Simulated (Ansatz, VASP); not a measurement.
## One calculation of Pb, two programs

The input INCAR:

```
PREC     = Accurate       # precision mode
ENCUT    = 520            # plane-wave cutoff, eV
EDIFF    = 1E-6           # SCF threshold, eV
ISMEAR   = -1             # smearing method
SIGMA    = 0.1            # smearing width, eV
LREAL    = False          # projectors in reciprocal space
LASPH    = True           # aspherical terms in the spheres
NELM     = 80             # most SCF steps
ALGO     = Normal         # electronic algorithm
ISIF     = 2              # what is computed and relaxed
LWAVE    = False          # write WAVECAR
LCHARG   = True           # write CHGCAR
GGA      = PS             # functional
LELF     = True           # ELF
LVHAR    = True         
NBANDS   = 13             # bands
```

Contents of KPOINTS:

```
regular mesh
0
Gamma
  18 18 18
```

Contents of POSCAR:

```
Pb
1.0
    0.0000000000      2.5275278251      2.5275278251
    2.5275278251      0.0000000000      2.5275278251
    2.5275278251      2.5275278251      0.0000000000
Pb
1
Direct
    0.0000000000      0.0000000000      0.0000000000
```

Input for Ansatz:

```yaml
crystal:
  lattice:
    - [0.0, 2.5275278251, 2.5275278251]
    - [2.5275278251, 0.0, 2.5275278251]
    - [2.5275278251, 2.5275278251, 0.0]
  atoms:
    - { symbol: Pb, position: [0.0, 0.0, 0.0] }
hamiltonian:
  xc: pbesol
  pseudopotentials:
    kind: paw
    azcp:
      Pb: "pseudopotentials/Pb.paw.azcp"
basis:
  ecutwfc: 420
  fft_grid_basis: typed
kpoints:
  mp_grid: { grid: [18, 18, 18], shift: [0, 0, 0] }
magnetization:
  spin_polarized: false
scf:
  occupations: { method: fermi_dirac, width: 0.1 }
output:
  stress: true
```

Alike in both runs: task single point; functional PBEsol; k mesh 18 × 18 × 18; occupations fermi-dirac, width 0.1 eV; no spin polarisation.

|  | VASP | Ansatz |
| --- | --- | --- |
| version | VASP 6.6.1 | Ansatz 0.2.0 |
| potentials or method | VASP PAW PBE potentials, release 64 (Pb_d) | plane waves (420 eV) with PAW, scalar-relativistic |
| plane-wave cutoff (eV) | 520 | 420 |
| valence electrons in the cell | 14 | 14 |

```tsv
	VASP	Ansatz	Ansatz less VASP
pressure (GPa)	-2.9	-2.8	+0.08
```

Ansatz warned: «pseudo_functional_mismatch».

Caveats: the PAW data sets were made with another functional, which shifts forces and pressure a little (VASP). Spin-orbit coupling is left out, which matters for the levels of Pb.
